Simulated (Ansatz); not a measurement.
**Relativistic treatment of CaSe**

```
CELL_PARAMETERS angstrom
0.00000 2.95600 2.95600
2.95600 0.00000 2.95600
2.95600 2.95600 0.00000
ATOMIC_POSITIONS crystal
Ca 0.00000 0.00000 0.00000
Se 0.50000 0.50000 0.50000
```

Atoms are numbered in the order listed.

The cell is COD entry 1010880, as deposited and not checked against the literature; nothing was relaxed. It is an old determination, and later ones may differ.

One fixed cell is solved with PBE by PAW (frozen-core files) in Ansatz 0.2.0 under different relativistic treatments. Pressure is positive in compression.

Settings: a Γ-centred 7×7×7 k mesh, Fermi–Dirac smearing of 0.01 eV, cutoff 420 eV, no spin polarisation.

```csv
setting,P (GPa),gap over the k mesh and a high-symmetry path (eV),"lowest level at Γ above −25 eV, from the valence-band top or, without a gap, the Fermi level (eV)"
scalar-relativistic,1.17,2.03,?
with spin–orbit coupling,1.17,1.89,?
```

Task: What belongs in the row "with spin–orbit coupling", column "lowest level at Γ above −25 eV, from the valence-band top or, without a gap, the Fermi level (eV)"?

Result: -21.14.

Task: Give the missing entry: row "scalar-relativistic", column "lowest level at Γ above −25 eV, from the valence-band top or, without a gap, the Fermi level (eV)".

Result: -20.75.
